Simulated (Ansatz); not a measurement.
## Dielectric response of KF (110) films

Aim: the electronic and static ε of rocksalt KF (110) from films of several thicknesses in a field.

Main program and level: Ansatz 0.2.0; plane-wave DFT, PBEsol, Ansatz PAW.

## (1) Starting point

The cell holds 10 atoms: 5 K and 5 F. Cell: a = 3.783 Å, b = 5.350 Å, c = 25.566 Å, α = 90.0°, β = 90.0°, γ = 90.0°. It derives from KF (rocksalt KF). Vacuum lies along c.

## (2) Relaxation, 10 atoms, units 5

The structure is relaxed first, because levels and dipoles at a surface follow the positions of the outer atoms.

input.yaml reads:

```yaml
crystal:
  lattice:
    - [3.78302128, 0.0, 0.0]
    - [0.0, 5.35, 0.0]
    - [0.0, 0.0, 25.5660425587]
  atoms:
    - { symbol: K, position: [0.5, 0.5, 0.3520294539] }
    - { symbol: F, position: [0.5, 0.0, 0.3520294539] }
    - { symbol: K, position: [0.0, 0.0, 0.4260147269] }
    - { symbol: F, position: [0.0, 0.5, 0.4260147269] }
    - { symbol: K, position: [0.5, 0.5, 0.5] }
    - { symbol: F, position: [0.5, 0.0, 0.5] }
    - { symbol: K, position: [0.0, 0.0, 0.5739852731] }
    - { symbol: F, position: [0.0, 0.5, 0.5739852731] }
    - { symbol: K, position: [0.5, 0.5, 0.6479705461] }
    - { symbol: F, position: [0.5, 0.0, 0.6479705461] }
kpoints:
  mp_grid: { grid: [8, 6, 1] }
hamiltonian:
  xc: pbesol
scf:
  occupations: { method: fixed }
  convergence: { dr2_threshold: 1.0e-09 }
efield:
  axis: 3
  dipole_correction: true
  ramp_position: 0.97
  ramp_width: 0.06
relax:
  f_tol: 0.003
  max_steps: 100
output:
  write_potential: true
  write_density: true
  volumetric_format: npy
```

On the command line:

```bash
> ansatz run input.yaml --threads 4 --pin off --max-ram 12288MiB --backend cpu --events-out ev --progress --plain --runs-dir out
```

Numbers of over 12 decimals in the logs are rounded to 6 here.

What it wrote:

```text
Engine: ansatz 0.2.0, aarch64-unknown-linux-gnu
Pseudopotentials: kind: paw
Pseudopotential: K, paw, valence charge 9, recommended cutoff 420 eV (normal), K.paw.azcp
Pseudopotential: F, paw, valence charge 7, recommended cutoff 420 eV (normal), F.paw.azcp
Functional definition: PBEsol
  exchange = pbesol_x
  correlation = pbesol_c
Crystal: 10 atoms, lattice volume = 517.435 Å³
Basis set: ecut = 420 eV, 10061 PW (Γ), exchange–correlation on 54×72×360 points (8 copies of the dense FFT grid, shifted against one another)
Bands: 50, of which v1, the nominal top of the filled ones, is band 40 counted from 1 (39 counted from 0)
Symmetry: 4 space group operations
k-points: 20 of 48
Non-local potential: K, projectors of the file, l = 0: 3, l = 1: 2, l = 2: 2
Non-local potential: F, projectors of the file, l = 0: 2, l = 1: 2, l = 2: 1
PAW form: soft (Blöchl's): semilocal exchange-correlation on the pseudo side does not see the compensation charge
PAW frozen core: K, regenerated for the run's functional, and the local potential with it (the file was generated under x = pbe(κ = 0.804, μ = 0.219515), c = pbe(β = 0.066725))
PAW frozen core: F, regenerated for the run's functional, and the local potential with it (the file was generated under x = pbe(κ = 0.804, μ = 0.219515), c = pbe(β = 0.066725))
PAW one-centre angular grid: K, 110 points (default); XC on 64 Gauss nodes
PAW one-centre angular grid: F, 110 points (default); XC on 64 Gauss nodes
Initial density: superposition of atomic densities (neutral atoms: chi_scale 0, normalization atom), corrected by the library's trained network
Initial wavefunctions: pseudopotential atomic-orbital guess
Functional: x = pbesol(κ = 0.804, μ = 0.123457), c = pbesol(β = 0.046)
SCF iter   1: F=—  HF=-11594.388955 eV  |F-HF|=—  |Δ(HF+E_count)|=         —  Δρ=6.09e-3  dr2=1.26e-1  ethr=1.77e-3  p=0.000 e·Å  D=2.96e-14 V/Å  ΔV_dip=-0.00 eV  dr2_dipole=2.05e-10  V_vac-E_F(+/−)=5.35/5.35 eV  ⟨swp⟩=5.4  Hψ=3232  notcnv=0  defer=149
efield: sawtooth ramp at fractional position 0.9700 (set: `efield.ramp_position`, or a place that a band, a saddle search or an elastic batch's reference lends), width 0.0600; the density the first Hamiltonian is built on has a dipole p = 0.000 e·Å; the dipole correction subtracts the counter field D = 2.96e-14 V/Å, which shifts the + side's vacuum level by -0.00 eV against the − side's; the planar-averaged density in the ramp window peaks in size at 2.3e-6 e/Å³
preconditioner: auto → Resta (q_TF=auto, 1.999 Å⁻¹)  ε∞=1.9  [insulator: Δε(μ)=4.440 eV  Ē_g=14.813 eV  n_scr=60 (ndim 8)  ℏωp=13.7 eV  f_vac=0.613  ε∞_Penn≈1.9  vacuum switching on, ρ_ref=1.6e-2 e/Å³]
SCF iter   2: F=—  HF=-11594.361651 eV  |F-HF|=—  |Δ(HF+E_count)|=   2.73e-2  Δρ=2.69e-3  dr2=2.10e-2  ethr=1.58e-4  p=-0.000 e·Å  D=-3.35e-6 V/Å  ΔV_dip=0.00 eV  dr2_dipole=1.12e-10  V_vac-E_F(+/−)=5.67/5.67 eV  ⟨swp⟩=2.5  Hψ=1914  notcnv=0  defer=160
density mixer auto → msr1: gapped (density of states about μ 0.00 of a free-electron gas's, 60 screened modes)
SCF iter   3: F=—  HF=-11594.356236 eV  |F-HF|=—  |Δ(HF+E_count)|=   5.42e-3  Δρ=4.63e-4  dr2=7.13e-4  ethr=2.63e-5  p=-0.000 e·Å  D=-1.66e-6 V/Å  ΔV_dip=0.00 eV  dr2_dipole=1.71e-11  V_vac-E_F(+/−)=5.57/5.57 eV  ⟨swp⟩=2.3  Hψ=1655  notcnv=0  defer=160
SCF iter   4: F=—  HF=-11594.356571 eV  |F-HF|=—  |Δ(HF+E_count)|=   3.34e-4  Δρ=1.29e-4  dr2=4.51e-5  ethr=8.92e-7  p=0.000 e·Å  D=2.04e-7 V/Å  ΔV_dip=-0.00 eV  dr2_dipole=5.01e-13  V_vac-E_F(+/−)=5.58/5.58 eV  ⟨swp⟩=3.8  Hψ=1770  notcnv=0  defer=160
SCF iter   5: F=—  HF=-11594.356605 eV  |F-HF|=—  |Δ(HF+E_count)|=   3.48e-5  Δρ=6.22e-5  dr2=1.18e-5  ethr=5.64e-8  p=0.000 e·Å  D=7.42e-8 V/Å  ΔV_dip=-0.00 eV  dr2_dipole=6.85e-14  V_vac-E_F(+/−)=5.58/5.58 eV  ⟨swp⟩=2.3  Hψ=1620  notcnv=0  defer=160
SCF iter   6: F=—  HF=-11594.356602 eV  |F-HF|=—  |Δ(HF+E_count)|=   3.23e-6  Δρ=7.60e-6  dr2=2.37e-7  ethr=1.47e-8  p=-0.000 e·Å  D=-3.02e-8 V/Å  ΔV_dip=0.00 eV  dr2_dipole=1.08e-14  V_vac-E_F(+/−)=5.58/5.58 eV  ⟨swp⟩=2.0  Hψ=1610  notcnv=0  defer=160
SCF iter   7: F=—  HF=-11594.356409 eV  |F-HF|=—  |Δ(HF+E_count)|=   1.93e-4  Δρ=2.88e-6  dr2=2.53e-8  ethr=2.96e-10  p=0.000 e·Å  D=7.25e-8 V/Å  ΔV_dip=-0.00 eV  dr2_dipole=3.62e-14  V_vac-E_F(+/−)=5.58/5.58 eV  ⟨swp⟩=2.0  Hψ=1700  notcnv=0  defer=154
SCF iter   8: F=—  HF=-11594.356409 eV  |F-HF|=—  |Δ(HF+E_count)|=   2.94e-8  Δρ=8.92e-7  dr2=2.49e-9  ethr=3.16e-11  p=0.000 e·Å  D=1.59e-8 V/Å  ΔV_dip=-0.00 eV  dr2_dipole=3.53e-16  V_vac-E_F(+/−)=5.58/5.58 eV  ⟨swp⟩=2.0  Hψ=1481  notcnv=0  defer=158
SCF iter   9: F=-11594.356409 eV  HF=-11594.356409 eV  |F-HF|=4.78e-10  |Δ(HF+E_count)|=   1.21e-9  Δρ=4.31e-7  dr2=5.94e-10  ethr=1.25e-12  p=0.000 e·Å  D=1.10e-8 V/Å  ΔV_dip=-0.00 eV  dr2_dipole=5.02e-16  V_vac-E_F(+/−)=5.58/5.58 eV  ⟨swp⟩=7.0  Hψ=5070  notcnv=0
SCF 1 converged in 9 iterations: F = -11594.356409 eV  dr2 = 5.94e-10
  greatest PAW one-centre occupation: 0.987 electrons in one spin orbital (limit 2), on the K atom at site 6 (counted from 0), in its partial waves of l = 0
relax step   1: F+E_penalty+E_count = -11594.35640950 eV  Δ(F+E_penalty+E_count) = +0.000e0 eV  max|allowed force component| = 2.701e-1 eV/Å  Δτ_max = 0.0000 Å  (9 SCF iters, accepted)
Initial density: handed on by an earlier stage of this run
Initial wavefunctions: those handed on with the density
iter 1 solved again at ethr=2.92e-4 eV; its pass at ethr=3.10e-3 eV (dr2=2.34e-1 eV) is discarded
SCF iter   1: F=—  HF=-11594.533244 eV  |F-HF|=—  |Δ(HF+E_count)|=         —  Δρ=4.89e-3  dr2=2.34e-1  ethr=2.92e-4  p=0.000 e·Å  D=1.10e-8 V/Å  ΔV_dip=-0.00 eV  dr2_dipole=1.06e-13  V_vac-E_F(+/−)=5.84/5.84 eV  ⟨swp⟩=1.1  Hψ=3919  notcnv=0  defer=135
efield: sawtooth ramp at fractional position 0.9700 (set: `efield.ramp_position`, or a place that a band, a saddle search or an elastic batch's reference lends), width 0.0600; the density the first Hamiltonian is built on has a dipole p = 0.000 e·Å; the dipole correction subtracts the counter field D = 1.10e-8 V/Å, which shifts the + side's vacuum level by -0.00 eV against the − side's; the planar-averaged density in the ramp window peaks in size at 3.6e-7 e/Å³
preconditioner: auto → Resta (q_TF=auto, 1.999 Å⁻¹)  ε∞=1.8  [insulator: Δε(μ)=5.213 eV  Ē_g=15.208 eV  n_scr=60 (ndim 8)  ℏωp=13.7 eV  f_vac=0.621  ε∞_Penn≈1.8  vacuum switching on, ρ_ref=1.7e-2 e/Å³]
[...]
SCF iter   7: F=—  HF=-11594.449174 eV  |F-HF|=—  |Δ(HF+E_count)|=   1.28e-8  Δρ=9.57e-7  dr2=2.00e-9  ethr=1.52e-11  p=0.000 e·Å  D=8.62e-8 V/Å  ΔV_dip=-0.00 eV  dr2_dipole=2.06e-15  V_vac-E_F(+/−)=5.64/5.64 eV  ⟨swp⟩=2.9  Hψ=1690  notcnv=0  defer=109  κ⁻¹=5.4e-6(r=6)
SCF iter   8: F=-11594.449174 eV  HF=-11594.449174 eV  |F-HF|=1.44e-10  |Δ(HF+E_count)|=   2.58e-9  Δρ=2.42e-7  dr2=2.06e-10  ethr=1.25e-12  p=0.000 e·Å  D=9.96e-8 V/Å  ΔV_dip=-0.00 eV  dr2_dipole=2.79e-17  V_vac-E_F(+/−)=5.64/5.64 eV  ⟨swp⟩=6.3  Hψ=4929  notcnv=0
SCF 3 converged in 8 iterations: F = -11594.449174 eV  dr2 = 2.06e-10
relax step   3: F+E_penalty+E_count = -11594.44917446 eV  Δ(F+E_penalty+E_count) = -1.567e-3 eV  max|allowed force component| = 2.530e-2 eV/Å  Δτ_max = 0.0186 Å  (8 SCF iters, accepted)
[...]
relax step   4: F+E_penalty+E_count = -11594.44942514 eV  Δ(F+E_penalty+E_count) = -2.507e-4 eV  max|allowed force component| = 6.262e-3 eV/Å  Δτ_max = 0.0083 Å  (7 SCF iters, accepted)
SCF iter   1: F=—  HF=-11594.449635 eV  |F-HF|=—  |Δ(HF+E_count)|=         —  Δρ=4.49e-5  dr2=3.02e-5  ethr=1.73e-7  p=-0.000 e·Å  D=-6.72e-8 V/Å  ΔV_dip=0.00 eV  dr2_dipole=5.57e-14  V_vac-E_F(+/−)=5.62/5.62 eV  ⟨swp⟩=3.0  Hψ=2136  notcnv=0  defer=160
efield: sawtooth ramp at fractional position 0.9700 (set: `efield.ramp_position`, or a place that a band, a saddle search or an elastic batch's reference lends), width 0.0600; the density the first Hamiltonian is built on has a dipole p = -0.000 e·Å; the dipole correction subtracts the counter field D = -6.72e-8 V/Å, which shifts the + side's vacuum level by +0.00 eV against the − side's; the planar-averaged density in the ramp window peaks in size at 6.9e-8 e/Å³
preconditioner: auto → Resta (q_TF=auto, 1.999 Å⁻¹)  ε∞=1.8  [insulator: Δε(μ)=4.777 eV  Ē_g=14.937 eV  n_scr=60 (ndim 8)  ℏωp=13.7 eV  f_vac=0.624  ε∞_Penn≈1.8  vacuum switching on, ρ_ref=1.6e-2 e/Å³]
SCF iter   2: F=—  HF=-11594.449623 eV  |F-HF|=—  |Δ(HF+E_count)|=   1.22e-5  Δρ=1.93e-5  dr2=4.83e-6  ethr=3.77e-8  p=-0.000 e·Å  D=-1.76e-10 V/Å  ΔV_dip=0.00 eV  dr2_dipole=6.61e-16  V_vac-E_F(+/−)=5.62/5.62 eV  ⟨swp⟩=2.0  Hψ=1360  notcnv=0  defer=160  κ⁻¹=1.0e0(r=1)
density mixer auto → broyden: gapped, where msr1 would fit the directions that read negative (density of states about μ 0.00 of a free-electron gas's, 60 screened modes)
SCF iter   3: F=—  HF=-11594.449431 eV  |F-HF|=—  |Δ(HF+E_count)|=   1.91e-4  Δρ=7.60e-6  dr2=2.46e-7  ethr=6.04e-9  p=0.000 e·Å  D=1.54e-8 V/Å  ΔV_dip=-0.00 eV  dr2_dipole=1.40e-15  V_vac-E_F(+/−)=5.63/5.63 eV  ⟨swp⟩=2.0  Hψ=1280  notcnv=0  defer=137  κ⁻¹=7.3e-2(r=2)
SCF iter   4: F=—  HF=-11594.449431 eV  |F-HF|=—  |Δ(HF+E_count)|=   4.47e-8  Δρ=3.14e-6  dr2=3.64e-8  ethr=3.08e-10  p=0.000 e·Å  D=2.54e-8 V/Å  ΔV_dip=-0.00 eV  dr2_dipole=4.57e-16  V_vac-E_F(+/−)=5.63/5.63 eV  ⟨swp⟩=2.0  Hψ=1572  notcnv=0  defer=140  κ⁻¹=5.7e-3(r=3)
SCF iter   5: F=—  HF=-11594.449431 eV  |F-HF|=—  |Δ(HF+E_count)|=   2.22e-8  Δρ=1.06e-6  dr2=2.91e-9  ethr=4.55e-11  p=0.000 e·Å  D=2.03e-8 V/Å  ΔV_dip=-0.00 eV  dr2_dipole=2.35e-16  V_vac-E_F(+/−)=5.63/5.63 eV  ⟨swp⟩=2.0  Hψ=1510  notcnv=0  defer=147  κ⁻¹=3.8e-4(r=4)
SCF iter   6: F=-11594.449431 eV  HF=-11594.449431 eV  |F-HF|=1.31e-10  |Δ(HF+E_count)|=   2.40e-9  Δρ=3.10e-7  dr2=2.48e-10  ethr=1.25e-12  p=0.000 e·Å  D=1.50e-8 V/Å  ΔV_dip=-0.00 eV  dr2_dipole=5.52e-15  V_vac-E_F(+/−)=5.63/5.63 eV  ⟨swp⟩=6.2  Hψ=4969  notcnv=0
SCF 5 converged in 6 iterations: F = -11594.449431 eV  dr2 = 2.48e-10
relax step   5: F+E_penalty+E_count = -11594.44943147 eV  Δ(F+E_penalty+E_count) = -6.331e-6 eV  max|allowed force component| = 2.441e-3 eV/Å  Δτ_max = 0.0017 Å  (6 SCF iters, accepted)
NSCF: frozen V_eff on 20 k-points
the search or the solves at the SCF's close seem to have found levels that the self-consistency loop had missed (the run counts 2). By its estimate they hold under 1e-12 electrons; where the run keeps them, the occupations were computed again with them
WARN: The output density's exchange-correlation potential varies sharply where the density is thin. Do not read a vacuum level from v_tot or v_xc, or from such a field of the output density. On a cell that repeats whose density bears no net charge and no dipole along the vacuum's axis use v_es (v_loc + v_h of the components); under efield.dipole_correction with no amplitude use v_es + v_field, which holds any externa [...]
SCF converged after 6 iterations
Stability not checked: this state was not tested for a lower state beside it, because the mixer in use, unlike msr1, does not test its closes by its own steps (another_mixer; see scf.mixing.algorithm and scf.lower_state_search)
Free energy (F): -11594.449431 eV
Harris-Foulkes:  -11594.449431 eV  (|F-HF|=1.31e-10)
Internal energy: -11594.449431 eV  (E = F + TS)
E sigma→0 (E₀):  -11594.449431 eV
Fermi energy:    -2.823353 eV
Dipole field:    D = 0.000000 V/Å  (p = 0.000000 e·Å, saw-weighted, corrected)
Work function:   Φ+ = 5.6258 eV   Φ− = 5.6258 eV
Levels:          The Fermi level and band energies are counted from a zero that moves with the ramp; work functions are not
--- Per-component energies (eV) ---
  E_band       = -1013.593125
  E_kinetic    = 2304.398098
  E_local      = -56495.459727  (includes V_loc(G=0)·N_el)
  E_nonlocal   = 436.059553
  E_hartree    = 27273.782901
  E_xc         = -1065.455266
  E_vxc        = -1331.689806  (∫ρ·V_xc dr)
  E_paw        = -4776.054739  (= ΣΔE_a)
  E_vpaw       = -474.477516  (= ΣTr[D̂ρ^β])
  E_aug_tail   = 0.010126  (compensation charges beyond the density's cutoff)
  E_efield     = 0.000000  (sawtooth field / dipole correction)
  E_vefield    = 0.000000  (∫n·V_field dr)
  E_ewald      = 20727.517984
  E_core_change = 0.751639  (= ΣΔE_core)
  E_smearing   = -0.000000  (= −TS)
  E_closure    = 0.000000  (closes the sum)
  Σ components = -11594.449431   (vs F -11594.449431, Δ=0.00e0)
--- Forces (eV/Å), atoms counted from 1 ---
  atom   1  K      0.00000000     0.00000000    -0.00167103
  atom   2  F      0.00000000     0.00000000     0.00244050
  atom   3  K      0.00000000     0.00000000     0.00167318
  atom   4  F      0.00000000     0.00000000     0.00008869
  atom   5  K      0.00000000     0.00000000    -0.00000006
  atom   6  F      0.00000000     0.00000000    -0.00000047
  atom   7  K      0.00000000     0.00000000    -0.00167292
  atom   8  F      0.00000000     0.00000000    -0.00008885
  atom   9  K      0.00000000     0.00000000     0.00167072
  atom  10  F      0.00000000     0.00000000    -0.00243995
  max |Σ_I F_I| component: 1.87e-7 eV/Å
--- Band table (eV; the first three rows and the last of 20) ---
  k-point 0: bands = [... 36 lower, -2.9952, -2.9529, -2.8589, -2.8234, 1.9454, 2.0575, 2.8926, 3.4561, ... 6 higher]
  k-point 1: bands = [... 36 lower, -3.0736, -2.9574, -2.8646, -2.8291, 2.1102, 2.2050, 3.0536, 3.6205, ... 6 higher]
  k-point 2: bands = [... 36 lower, -3.0812, -2.9681, -2.8761, -2.8403, 2.5396, 2.6042, 3.5029, 3.9960, ... 6 higher]
  k-point 19: bands = [... 36 lower, -3.1081, -3.0517, -2.9439, -2.9382, 4.7750, 4.7795, 5.3275, 5.3975, ... 6 higher]
--- Relaxed structure (5 steps of the walk, 5 accepted, 0 SCFs on fresh bases) ---
  F+E_penalty+E_count = -11594.44943147 eV   max|allowed force component| = 2.441e-3 eV/Å
  atoms:
    - { symbol: K, position: [0.500000, 0.500000, 0.357633] }
    - { symbol: F, position: [0.500000, 0.0, 0.358926] }
    - { symbol: K, position: [0.0, 0.0, 0.425758] }
    - { symbol: F, position: [0.0, 0.500000, 0.424941] }
    - { symbol: K, position: [0.500000, 0.500000, 0.500000] }
    - { symbol: F, position: [0.500000, 0.0, 0.500000] }
    - { symbol: K, position: [0.0, 0.0, 0.574242] }
    - { symbol: F, position: [0.0, 0.500000, 0.575059] }
    - { symbol: K, position: [0.500000, 0.500000, 0.642367] }
    - { symbol: F, position: [0.500000, 0.0, 0.641074] }
```

The job ended after 50 s (4 threads of Arm Neoverse V1, shared host; peak memory 1 GiB).

The steps of the relaxation:

| step | energy less that of the first step (eV) | largest force component (eV/Å) |
| --- | --- | --- |
| 1 | 0.0000 | 0.2701 |
| 2 | -0.0912 | 0.0735 |
| 3 | -0.0928 | 0.0253 |
| 4 | -0.0930 | 0.0063 |
| 5 | -0.0930 | 0.0024 |

The run keeps the 4 symmetry operations that it works with, so distortions that break them were not tested.

The atoms that moved most (Å):

| atom | dx | dy | dz | length |
| --- | --- | --- | --- | --- |
| F10 | 0.000 | 0.000 | -0.176 | 0.176 |
| F2 | 0.000 | 0.000 | 0.176 | 0.176 |
| K1 | 0.000 | 0.000 | 0.143 | 0.143 |
| K9 | 0.000 | 0.000 | -0.143 | 0.143 |
| F8 | 0.000 | 0.000 | 0.027 | 0.027 |
| F4 | 0.000 | 0.000 | -0.027 | 0.027 |
| K3 | 0.000 | 0.000 | -0.007 | 0.007 |
| K7 | 0.000 | 0.000 | 0.007 | 0.007 |

Numbers from this step:

| Item | Value |
| --- | --- |
| gap on the k-mesh | 4.769 eV |
| dipole along the normal | 2.21e-7 e·Å |
| ionisation energy, upper face | 5.626 eV |
| electron affinity, upper face | 0.8571 eV |

Running mean over 1.892 Å of the planar mean; the ramp of the sawtooth is left out. Electron's electrostatic potential energy less the highest filled level against z:

| z (Å) | electron's electrostatic potential energy less the highest filled level (eV) |
| --- | --- |
| 3.0 | 5.63 |
| 3.5 | 5.63 |
| 4.0 | 5.63 |
| 4.5 | 5.63 |
| 5.0 | 5.63 |
| 5.5 | 5.63 |
| 6.0 | 5.62 |
| 6.5 | 5.62 |
| 7.0 | 5.58 |
| 7.5 | 5.34 |
| 8.0 | 4.09 |
| 8.5 | 2.09 |
| 9.0 | 1.01 |
| 9.5 | 0.535 |
| 10.0 | 0.165 |
| 10.5 | 0.470 |
| 11.0 | 0.810 |
| 11.5 | 0.885 |
| 12.0 | 0.887 |
| 12.5 | 0.834 |
| 13.0 | 0.831 |
| 13.5 | 0.882 |
| 14.0 | 0.890 |
| 14.5 | 0.824 |
| 15.0 | 0.541 |
| 15.5 | 0.163 |
| 16.0 | 0.458 |
| 16.5 | 0.953 |
| 17.0 | 1.88 |
| 17.5 | 3.84 |
| 18.0 | 5.25 |
| 18.5 | 5.57 |
| 19.0 | 5.61 |
| 19.5 | 5.62 |
| 20.0 | 5.63 |
| 20.5 | 5.63 |
| 21.0 | 5.63 |
| 21.5 | 5.63 |
| 22.0 | 5.63 |
| 22.5 | 5.63 |

The relaxation took 5 steps and lowered the energy by 0.093 eV; the largest force on the free atoms ends at 0.0024 eV/Å.

The gap is 4.77 eV, with the valence edge 5.63 eV and the conduction edge 0.86 eV under the upper vacuum level.

[end of part 1 of 5]

[Logs are printed without paths, hosts, clocks, repeated set-up lines and the standing remarks that a program may print on its own settings, such as how far it seeks lower states.]

[Hosts, paths, dates, database ids (printed as entryN), source tags and the programs' standing remarks are cut or masked in the printed files.]

[Maps of the electrostatic potential energy from Ansatz leave out the sawtooth potential of an applied field or a dipole correction, so their vacuum need not be flat; planar profiles and work functions include it.]
